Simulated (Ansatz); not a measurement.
The system is Bi2Te3 (Tellurobismuthite).

```
CELL_PARAMETERS angstrom
2.19300 1.26613 10.16567
-2.19300 1.26613 10.16567
0.00000 -2.53226 10.16567
ATOMIC_POSITIONS crystal
Bi 0.60000 0.60000 0.60000
Bi 0.40000 0.40000 0.40000
Te 0.79050 0.79050 0.79050
Te 0.20950 0.20950 0.20950
Te 0.00000 0.00000 0.00000
```

Program: Ansatz 0.2.0. Alike in all runs: potentials or basis Ansatz PAW; no spin polarisation; cell as given; smearing fermi-dirac 0.05 eV.

Task: Order these runs on this cell by their band gap on the k mesh, lowest first.
A. level CAM-B3LYP; k mesh 4 × 4 × 4; cutoff (eV) 420; mesh quality not flagged
B. level HF; k mesh 4 × 4 × 4; cutoff (eV) 420; mesh quality not flagged
C. level PBE; k mesh 3 × 3 × 3; cutoff (eV) 420; mesh quality coarse
D. level r2SCAN; k mesh 7 × 7 × 7; cutoff (eV) 500; points for each segment of the path 14; mesh quality not flagged
E. level r2SCAN50; k mesh 4 × 4 × 4; cutoff (eV) 500; mesh quality not flagged

Result: C (0.31 eV), D (0.52 eV), E (2.24 eV), A (2.67 eV), B (4.71 eV).

Caveats: some runs use coarse meshes; spin-orbit coupling is left out, which as a rule narrows the gap of such compounds by several tenths of an eV; odd divisions of the mesh miss points on the zone boundary, where band edges often lie, so the gap on the mesh can be too wide (some runs).

A k mesh can miss the band edges.

Not every run made on this cell is shown here.
